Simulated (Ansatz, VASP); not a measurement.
## Sn24O47 (V_O hop (2.6 A)): VASP beside Ansatz

One calculation is typed for both programs; each brings its own data sets. How far apart do they land? The cell is taken from a series of runs on this material, whose earlier steps may have relaxed, scaled, displaced or heated it; both programs get it as it stands.

Program: Ansatz 0.2.0. Level of theory: plane waves, with VASP 6.6.1 beside it; single point at PBEsol. Results are calculated unless marked as measured.

## Step 1: The starting structure

The cell holds 71 atoms: 24 Sn and 47 O. Its edges and angles: a = 9.537 Å, b = 9.537 Å, c = 9.637 Å, α = 90.0°, β = 90.0°, γ = 90.0°. It derives from SnO2 (SnO2 (P4_2/mnm)). Nearest the centre at fractional (0.500, 0.500, 0.500): O52 at 1.31 Å, Sn22 at 1.59 Å, Sn24 at 1.60 Å, O66 at 2.61 Å, O32 at 2.62 Å, O36 at 2.62 Å, O70 at 2.62 Å, Sn9 at 3.37 Å.

## Step 2: VASP: single point, PBEsol, pair 1

A single point gives forces, pressure and levels at one fixed geometry, so differences don't come from the geometry; what else differs is listed under the comparison.

Lines of VASP's logs that name or quote its potential files are left out, and so is its time.

INCAR reads:

```
SYSTEM = Sn24O47
PREC = Accurate
ENCUT = 520
EDIFF = 1E-06
NELM = 120
ISMEAR = 0
SIGMA = 0.01
LREAL = Auto
ALGO = Normal
GGA = PS
NBANDS = 360
LORBIT = 11
LWAVE = .FALSE.
LCHARG = .FALSE.
ISIF = 2
ISYM = 0
LASPH = .TRUE.
GGA_COMPAT = .FALSE.
EFERMI = MIDGAP
KPAR = 4
```

POSCAR reads:

```
Sn24O47
1.0
    9.5368018790      0.0000000000      0.0000000000
    0.0000000000      9.5368018790      0.0000000000
    0.0000000000      0.0000000000      9.6372846376
Sn O
24 47
Direct
    0.2495913238      0.2497880325      0.1670387653
    0.0002081963      0.9996499523      0.0004174431
    0.2484887119      0.2474924070      0.5004846370
    0.9998290087      0.9998990708      0.3333521237
    0.2497807494      0.2501208702      0.8340747574
    0.0000397638      0.9999382419      0.6674675726
    0.2503832509      0.7496053122      0.1663736846
    0.9991425148      0.5003863024      0.0004200647
    0.2497818174      0.7500740491      0.5003701923
    0.9998757832      0.4986715375      0.3336937350
    0.2502825294      0.7493616063      0.8343988266
    0.9998682439      0.4985267018      0.6670683283
    0.7493557156      0.2505913182      0.1671585778
    0.4994616380      0.0006802381      0.0003910782
    0.7510042115      0.2488667602      0.5004238142
    0.5013007925      0.0000108614      0.3337494294
    0.7493589232      0.2503762400      0.8337210140
    0.5011612857      0.9999496837      0.6671210353
    0.7497387229      0.7501029034      0.1667311735
    0.5011331465      0.4987080240      0.0005077768
    0.7523695502      0.7513639821      0.5003087273
    0.4975656911      0.5020693898      0.3355195764
    0.7500480805      0.7502614976      0.8337694983
    0.4981551169      0.5019568902      0.6655749068
    0.0963915221      0.4026784487      0.1664770321
    0.4023316809      0.0961251709      0.1680526199
    0.1533399751      0.1523588789      0.0003477115
    0.3476900871      0.3457626088      0.0007476721
    0.0959892915      0.4015781596      0.5003957861
    0.4025693945      0.0954302445      0.5004579717
    0.1526119313      0.1519251126      0.3334056633
    0.3440090826      0.3477221364      0.3353305988
    0.0964037559      0.4027951901      0.8344568220
    0.4028974466      0.0968591422      0.8328534121
    0.1528394751      0.1519705282      0.6676281327
    0.3438307264      0.3485727044      0.6656160113
    0.0974653034      0.9025004392      0.1676923477
    0.4031978323      0.5975760009      0.1654948648
    0.1521685579      0.6532525912      0.0004454909
    0.3466337999      0.8476034798      0.0003304449
    0.0977782837      0.9020822593      0.5004003667
    0.1569861311      0.6490599080      0.3341475521
    0.3515386327      0.8422259741      0.3345206469
    0.0974289959      0.9023983008      0.8331480164
    0.4023308052      0.5964888074      0.8353137222
    0.1576175381      0.6483469002      0.6662516876
    0.3508451222      0.8427693013      0.6666131532
    0.5957341294      0.4042569168      0.1698976269
    0.9029447131      0.0969385489      0.1666100457
    0.6513953045      0.1549770639      0.0004839958
    0.8448888441      0.3484157743      0.0003763330
    0.5971519873      0.4028108530      0.5004478345
    0.9037413147      0.0960557929      0.5004431751
    0.6536217085      0.1526972559      0.3334624894
    0.8469792374      0.3464286188      0.3336339956
    0.5957667811      0.4040417688      0.8311661718
    0.9029228053      0.0968206184      0.8341876404
    0.6533266749      0.1529497986      0.6672133195
    0.8471555746      0.3462037844      0.6674114320
    0.5970846144      0.9034852087      0.1663748237
    0.9029098834      0.5968834776      0.1679523439
    0.6540119067      0.6522584884      0.0000585792
    0.8475285179      0.8464977935      0.0004423391
    0.5982881174      0.9038830748      0.5004346036
    0.9043714689      0.5972040335      0.5003808001
    0.6513609734      0.6560671694      0.3351781076
    0.8479701677      0.8469734392      0.3331793167
    0.5972084625      0.9034911529      0.8343029124
    0.9036915043      0.5974841092      0.8327632282
    0.6520111397      0.6558685325      0.6654754702
    0.8479812654      0.8471428385      0.6674088472
```

KPOINTS reads:

```
Points of the shifted mesh
8
Reciprocal
 0.2500000000  0.2500000000  0.2500000000 1
 0.2500000000  0.2500000000  0.7500000000 1
 0.2500000000  0.7500000000  0.2500000000 1
 0.2500000000  0.7500000000  0.7500000000 1
 0.7500000000  0.2500000000  0.2500000000 1
 0.7500000000  0.2500000000  0.7500000000 1
 0.7500000000  0.7500000000  0.2500000000 1
 0.7500000000  0.7500000000  0.7500000000 1
```

PAW data sets: Sn_d and O (PBE family, release 64).

The run is started by

```sh
> mpirun -np 8 vasp_std
```

Numbers of over 12 decimals in the logs are rounded to 6 here.

The program printed:

```text
[banner, memory and clock lines left out]
running    8 mpi-ranks, on    1 nodes
[...]
|                                                                             |
|           W    W    AA    RRRRR   N    N  II  N    N   GGGG   !!!           |
|           W    W   A  A   R    R  NN   N  II  NN   N  G    G  !!!           |
|           W    W  A    A  R    R  N N  N  II  N N  N  G       !!!           |
|           W WW W  AAAAAA  RRRRR   N  N N  II  N  N N  G  GGG   !            |
|           WW  WW  A    A  R   R   N   NN  II  N   NN  G    G                |
|           W    W  A    A  R    R  N    N  II  N    N   GGGG   !!!           |
|                                                                             |
|     For optimal performance we recommend to set                             |
|       NCORE = 2 up to number-of-cores-per-socket                            |
|     NCORE specifies how many cores store one orbital (NPAR=cpu/NCORE).      |
|     This setting can greatly improve the performance of VASP for DFT.       |
[...]
|                                                                             |
|     You enforced a specific xc type in the INCAR file but a different       |
|     [... a line on the potential file left out ...]
|     I HOPE YOU KNOW WHAT YOU ARE DOING!                                     |
|                                                                             |

 LDA part: xc-table for (Slater+PW92), standard interpolation
 POSCAR, INCAR and KPOINTS ok, starting setup
[...]
entering main loop
       N       E                     dE             d eps       ncg     rms          rms(c)
DAV:   1     0.138294701780E+05    0.13829E+05   -0.23157E+05  5760   0.273E+03
DAV:   2     0.298929868127E+04   -0.10840E+05   -0.10430E+05  5760   0.861E+02
DAV:   3    -0.974333274940E+02   -0.30867E+04   -0.29301E+04  6048   0.350E+02
DAV:   4    -0.510463093648E+03   -0.41303E+03   -0.40384E+03  6688   0.135E+02
[...]
DAV:  14    -0.466935808530E+03    0.22855E-05   -0.61708E-05  8360   0.272E-02    0.119E-02
DAV:  15    -0.466935805236E+03    0.32938E-05   -0.18760E-05  8176   0.174E-02    0.707E-03
DAV:  16    -0.466935804716E+03    0.52061E-06   -0.83523E-06  5520   0.947E-03
   1 F= -.46693580E+03 E0= -.46693580E+03  d E =0.000000E+00
```

Parts of OUTCAR (step 2):

```text
 POSITION                                       TOTAL-FORCE (eV/Angst)
 -----------------------------------------------------------------------------------
      2.38030      2.38218      1.60980        -0.005008     -0.007931     -0.024115
      0.00199      9.53346      0.00402         0.004391     -0.002928     -0.000029
      2.36979      2.36029      4.82331        -0.013875     -0.011360      0.022097
      9.53517      9.53584      3.21261        -0.001664      0.006113     -0.010168
      2.38211      2.38535      8.03822         0.002320      0.005769     -0.007289
      0.00038      9.53621      6.43257        -0.008070      0.007689      0.013341
      2.38786      7.14884      1.60339         0.000603      0.014508     -0.004030
      9.52862      4.77209      0.00405         0.007623     -0.002505      0.003701
      2.38212      7.15331      4.82221        -0.001388      0.000696     -0.001482
      9.53562      4.75573      3.21590        -0.006040     -0.006748      0.002057
      2.38689      7.14651      8.04134        -0.007191      0.002888      0.008470
      9.53555      4.75435      6.42873         0.007304      0.005725      0.005924
      7.14646      2.38984      1.61095         0.007188     -0.001936      0.006314
      4.76327      0.00649      0.00377         0.005658     -0.009121      0.000196
[...]
-----------------------------------------------------------------------------------
    total drift:                               -0.002025      0.002221     -0.036934

  FREE ENERGIE OF THE ION-ELECTRON SYSTEM (eV)
  ---------------------------------------------------
  free  energy   TOTEN  =      -466.9358047158 eV

  energy  without entropy=     -466.9358047158  energy(sigma->0) =     -466.93580472
```

The run ends at a pressure of 1.21 GPa, with forces up to 0.060 eV/Å.

## Step 3: Ansatz: single point, PBEsol, pair 1

Ansatz runs on its default PAW (the set named soft_2) files.

The same cell, functional and mesh now go to Ansatz.

input.yaml reads:

```yaml
crystal:
  lattice:
    - [9.53680188, 0.0, 0.0]
    - [0.0, 9.53680188, 0.0]
    - [0.0, 0.0, 9.63728464]
  atoms:
    - { symbol: Sn, position: [0.24959132, 0.24978803, 0.16703877] }
    - { symbol: Sn, position: [0.0002082, -0.00035005, 0.00041744] }
    - { symbol: O, position: [0.09639152, 0.40267845, 0.16647703] }
    - { symbol: O, position: [0.40233168, 0.09612517, 0.16805262] }
    - { symbol: O, position: [0.15333998, 0.15235888, 0.00034771] }
    - { symbol: O, position: [0.34769009, 0.34576261, 0.00074767] }
    - { symbol: Sn, position: [0.24848871, 0.24749241, 0.50048464] }
    - { symbol: Sn, position: [-0.00017099, -0.00010093, 0.33335212] }
    - { symbol: O, position: [0.09598929, 0.40157816, 0.50039579] }
    - { symbol: O, position: [0.40256939, 0.09543024, 0.50045797] }
    - { symbol: O, position: [0.15261193, 0.15192511, 0.33340566] }
    - { symbol: O, position: [0.34400908, 0.34772214, 0.3353306] }
    - { symbol: Sn, position: [0.24978075, 0.25012087, 0.83407476] }
    - { symbol: Sn, position: [3.976e-05, -6.176e-05, 0.66746757] }
    - { symbol: O, position: [0.09640376, 0.40279519, 0.83445682] }
    - { symbol: O, position: [0.40289745, 0.09685914, 0.83285341] }
    - { symbol: O, position: [0.15283948, 0.15197053, 0.66762813] }
    - { symbol: O, position: [0.34383073, 0.3485727, 0.66561601] }
    - { symbol: Sn, position: [0.25038325, 0.74960531, 0.16637368] }
    - { symbol: Sn, position: [-0.00085749, 0.5003863, 0.00042006] }
    - { symbol: O, position: [0.0974653, 0.90250044, 0.16769235] }
    - { symbol: O, position: [0.40319783, 0.597576, 0.16549486] }
    - { symbol: O, position: [0.15216856, 0.65325259, 0.00044549] }
    - { symbol: O, position: [0.3466338, 0.84760348, 0.00033044] }
    - { symbol: Sn, position: [0.24978182, 0.75007405, 0.50037019] }
    - { symbol: Sn, position: [-0.00012422, 0.49867154, 0.33369374] }
    - { symbol: O, position: [0.09777828, 0.90208226, 0.50040037] }
    - { symbol: O, position: [0.15698613, 0.64905991, 0.33414755] }
    - { symbol: O, position: [0.35153863, 0.84222597, 0.33452065] }
    - { symbol: Sn, position: [0.25028253, 0.74936161, 0.83439883] }
    - { symbol: Sn, position: [-0.00013176, 0.4985267, 0.66706833] }
    - { symbol: O, position: [0.097429, 0.9023983, 0.83314802] }
    - { symbol: O, position: [0.40233081, 0.59648881, 0.83531372] }
    - { symbol: O, position: [0.15761754, 0.6483469, 0.66625169] }
    - { symbol: O, position: [0.35084512, 0.8427693, 0.66661315] }
    - { symbol: Sn, position: [0.74935572, 0.25059132, 0.16715858] }
    - { symbol: Sn, position: [0.49946164, 0.00068024, 0.00039108] }
    - { symbol: O, position: [0.59573413, 0.40425692, 0.16989763] }
    - { symbol: O, position: [0.90294471, 0.09693855, 0.16661005] }
    - { symbol: O, position: [0.6513953, 0.15497706, 0.000484] }
    - { symbol: O, position: [0.84488884, 0.34841577, 0.00037633] }
    - { symbol: Sn, position: [0.75100421, 0.24886676, 0.50042381] }
    - { symbol: Sn, position: [0.50130079, 1.086e-05, 0.33374943] }
    - { symbol: O, position: [0.59715199, 0.40281085, 0.50044783] }
    - { symbol: O, position: [0.90374131, 0.09605579, 0.50044318] }
    - { symbol: O, position: [0.65362171, 0.15269726, 0.33346249] }
    - { symbol: O, position: [0.84697924, 0.34642862, 0.333634] }
    - { symbol: Sn, position: [0.74935892, 0.25037624, 0.83372101] }
    - { symbol: Sn, position: [0.50116129, -5.032e-05, 0.66712104] }
    - { symbol: O, position: [0.59576678, 0.40404177, 0.83116617] }
    - { symbol: O, position: [0.90292281, 0.09682062, 0.83418764] }
    - { symbol: O, position: [0.65332667, 0.1529498, 0.66721332] }
    - { symbol: O, position: [0.84715557, 0.34620378, 0.66741143] }
    - { symbol: Sn, position: [0.74973872, 0.7501029, 0.16673117] }
    - { symbol: Sn, position: [0.50113315, 0.49870802, 0.00050778] }
    - { symbol: O, position: [0.59708461, 0.90348521, 0.16637482] }
    - { symbol: O, position: [0.90290988, 0.59688348, 0.16795234] }
    - { symbol: O, position: [0.65401191, 0.65225849, 5.858e-05] }
    - { symbol: O, position: [0.84752852, 0.84649779, 0.00044234] }
    - { symbol: Sn, position: [0.75236955, 0.75136398, 0.50030873] }
    - { symbol: Sn, position: [0.49756569, 0.50206939, 0.33551958] }
    - { symbol: O, position: [0.59828812, 0.90388307, 0.5004346] }
    - { symbol: O, position: [0.90437147, 0.59720403, 0.5003808] }
    - { symbol: O, position: [0.65136097, 0.65606717, 0.33517811] }
    - { symbol: O, position: [0.84797017, 0.84697344, 0.33317932] }
    - { symbol: Sn, position: [0.75004808, 0.7502615, 0.8337695] }
    - { symbol: Sn, position: [0.49815512, 0.50195689, 0.66557491] }
    - { symbol: O, position: [0.59720846, 0.90349115, 0.83430291] }
    - { symbol: O, position: [0.9036915, 0.59748411, 0.83276323] }
    - { symbol: O, position: [0.65201114, 0.65586853, 0.66547547] }
    - { symbol: O, position: [0.84798127, 0.84714284, 0.66740885] }
basis:
  ecutwfc: 420
  xc_grid: 2
hamiltonian:
  xc: pbesol
kpoints:
  mp_grid: { grid: [2, 2, 2], shift: [0.5, 0.5, 0.5] }
scf:
  occupations: { method: fixed }
  max_iter: 120
output:
  forces: true
  eigenvalues: true
checkpoint:
  write: "../q0.start.mesh.run"
  compress: false
  write_wavefunctions: false
  write_every: 100000
```

The run is started by

```sh
> ansatz run input.yaml --threads 4 --pin off --max-ram 14131MiB --backend cpu --events-out ev --progress --plain --runs-dir out
```

The program printed:

```text
Engine: ansatz 0.2.0, aarch64-unknown-linux-gnu
Pseudopotentials: kind: paw
Pseudopotential: Sn, paw, valence charge 14, recommended cutoff 420 eV (normal), Sn.paw.azcp
Pseudopotential: O, paw, valence charge 6, recommended cutoff 420 eV (normal), O.paw.azcp
Functional definition: PBEsol
  exchange = pbesol_x
  correlation = pbesol_c
Crystal: 71 atoms, lattice volume = 876.517 Å³
Basis set: ecut = 420 eV, 17113 PW (Γ), exchange–correlation on 128×128×144 points (8 copies of the dense FFT grid, shifted against one another)
Bands: 380, of which v1, the nominal top of the filled ones, is band 309 counted from 1 (308 counted from 0)
Symmetry: 1 space group operations
Space group: P1 (ITA 1), of the structure as read, at distance tolerance 9.6e-5 Å
k-points: 4 of 8 (time reversal used)
Non-local potential: Sn, projectors of the file, l = 0: 2, l = 1: 2, l = 2: 2, l = 3: 2
Non-local potential: O, projectors of the file, l = 0: 2, l = 1: 2, l = 2: 1
PAW form: soft (Blöchl's): semilocal exchange-correlation on the pseudo side does not see the compensation charge
PAW frozen core: Sn, regenerated for the run's functional, and the local potential with it (the file was generated under x = pbe(κ = 0.804, μ = 0.219515), c = pbe(β = 0.066725))
PAW frozen core: O, regenerated for the run's functional, and the local potential with it (the file was generated under x = pbe(κ = 0.804, μ = 0.219515), c = pbe(β = 0.066725))
PAW one-centre angular grid: Sn, 590 points (default); XC on 64 Gauss nodes
PAW one-centre angular grid: O, 110 points (default); XC on 64 Gauss nodes
Initial density: superposition of atomic densities (neutral atoms: chi_scale 0, normalization atom), corrected by the library's trained network
Initial wavefunctions: pseudopotential atomic-orbital guess
Functional: x = pbesol(κ = 0.804, μ = 0.123457), c = pbesol(β = 0.046)
SCF iter   1: F=—  HF=-169155.099549 eV  |F-HF|=—  |Δ(HF+E_count)|=         —  Δρ=1.64e-2  dr2=2.00e0  ethr=1.77e-3  ⟨swp⟩=4.0  Hψ=5474  notcnv=0  defer=274
preconditioner: auto → Resta (q_TF=auto, 2.574 Å⁻¹)  ε∞=3.6  [insulator: Δε(μ)=1.385 eV  Ē_g=19.273 eV  n_scr=250 (ndim 8)  ℏωp=31.2 eV  f_vac=0.029  ε∞_Penn≈3.6]
SCF iter   2: F=—  HF=-169154.560160 eV  |F-HF|=—  |Δ(HF+E_count)|=   5.39e-1  Δρ=3.01e-3  dr2=3.62e-2  ethr=3.24e-4  ⟨swp⟩=2.0  Hψ=2242  notcnv=0  defer=276
SCF iter   3: F=—  HF=-169154.555568 eV  |F-HF|=—  |Δ(HF+E_count)|=   4.59e-3  Δρ=1.36e-3  dr2=9.47e-3  ethr=5.85e-6  ⟨swp⟩=2.0  Hψ=2506  notcnv=0  defer=188
automatic band count: iteration 3 solves 358 bands in place of 380: the levels show a gap, and the empty bands left out lie too high to hold charge; the band table lists the bands solved (type scf.n_extra_bands for more)
SCF iter   4: F=—  HF=-169154.555746 eV  |F-HF|=—  |Δ(HF+E_count)|=   1.77e-4  Δρ=5.20e-4  dr2=1.85e-3  ethr=1.53e-6  ⟨swp⟩=2.5  Hψ=1950  notcnv=0  defer=188
SCF iter   5: F=—  HF=-169154.555790 eV  |F-HF|=—  |Δ(HF+E_count)|=   4.44e-5  Δρ=2.27e-4  dr2=4.52e-4  ethr=2.99e-7  ⟨swp⟩=2.0  Hψ=1988  notcnv=0  defer=176
SCF iter   6: F=—  HF=-169154.555774 eV  |F-HF|=—  |Δ(HF+E_count)|=   1.60e-5  Δρ=4.86e-5  dr2=1.71e-5  ethr=7.31e-8  ⟨swp⟩=2.0  Hψ=1942  notcnv=0  defer=170
SCF iter   7: F=—  HF=-169154.556847 eV  |F-HF|=—  |Δ(HF+E_count)|=   1.07e-3  Δρ=2.96e-5  dr2=6.66e-6  ethr=2.76e-9  ⟨swp⟩=2.0  Hψ=2018  notcnv=0  defer=170
SCF iter   8: F=—  HF=-169154.556847 eV  |F-HF|=—  |Δ(HF+E_count)|=   7.95e-7  Δρ=5.94e-6  dr2=3.08e-7  ethr=1.08e-9  ⟨swp⟩=2.0  Hψ=1958  notcnv=0  defer=170
SCF iter   9: F=-169154.556847 eV  HF=-169154.556847 eV  |F-HF|=2.85e-8  |Δ(HF+E_count)|=   8.89e-8  Δρ=2.78e-6  dr2=6.34e-8  ethr=1.62e-11  ⟨swp⟩=12.5  Hψ=6611  notcnv=0
SCF 1 converged in 9 iterations: F = -169154.556847 eV  dr2 = 6.34e-8
  greatest PAW one-centre occupation: 0.996 electrons in one spin orbital (limit 2), on the Sn atom at site 7 (counted from 0), in its partial waves of l = 2
SCF converged after 9 iterations
Free energy (F): -169154.556847 eV
Harris-Foulkes:  -169154.556847 eV  (|F-HF|=2.85e-8)
Internal energy: -169154.556847 eV  (E = F + TS)
E sigma→0 (E₀):  -169154.556847 eV
Fermi energy:    10.006663 eV
--- Per-component energies (eV) ---
  E_band       = -1686.585553
  E_kinetic    = 12776.014879
  E_local      = -34885.125423  (includes V_loc(G=0)·N_el)
  E_nonlocal   = 1616.977667
  E_hartree    = 18030.368151
  E_xc         = -12453.525965
  E_vxc        = -6648.835304  (∫ρ·V_xc dr)
  E_paw        = -104994.446258  (= ΣΔE_a)
  E_vpaw       = -10606.489288  (= ΣTr[D̂ρ^β])
  E_aug_tail   = 0.116285  (compensation charges beyond the density's cutoff)
  E_ewald      = -49253.430869
  E_core_change = 8.494686  (= ΣΔE_core)
  E_smearing   = -0.000000  (= −TS)
  E_closure    = -0.000000  (closes the sum)
  Σ components = -169154.556847   (vs F -169154.556847, Δ=0.00e0)
--- Forces (eV/Å), atoms counted from 1 ---
[...]
k-point 2: bands = [... 305 lower, 8.4709, 8.5160, 8.8183, 9.9979, 11.3102, 12.0706, 12.4670, 12.5178, ... 45 higher]
  k-point 3: bands = [... 305 lower, 8.4707, 8.5158, 8.8182, 9.9979, 11.3100, 12.0712, 12.4664, 12.5178, ... 45 higher]
```

The column dr2 measures how far the density is from self-consistency, as an energy; F and HF (Harris–Foulkes) agree once it is small.

## Step 4: Side by side

Known differences besides the potentials themselves: fixed occupations in Ansatz, narrow Gaussian smearing in VASP; the cutoff is 420 eV in Ansatz and 520 eV in VASP (PREC = Accurate, projectors in real space); Ansatz makes its cores anew for this functional, VASP keeps those of its PBE data sets. Total energies have different zeros and are not compared.

Compared:

```csv
quantity,Ansatz,VASP,difference
gap on the k mesh (eV),1.303,1.307,-0.004
```

At this near-relaxed geometry the largest component of a force difference is 37 meV/Å. A gap on the mesh is an upper bound, since the band edges may lie between its points.

(Continued in part 2 of 2.)

[Lines on the potential files, build, host, timing and source positions are cut from VASP's logs without a mark.]

[Logs are printed without paths, hosts, clocks, repeated set-up lines and the standing remarks that a program may print on its own settings, such as how far it seeks lower states.]

[Hosts, paths, dates, database ids (printed as entryN), source tags and the programs' standing remarks are cut or masked in the printed files.]
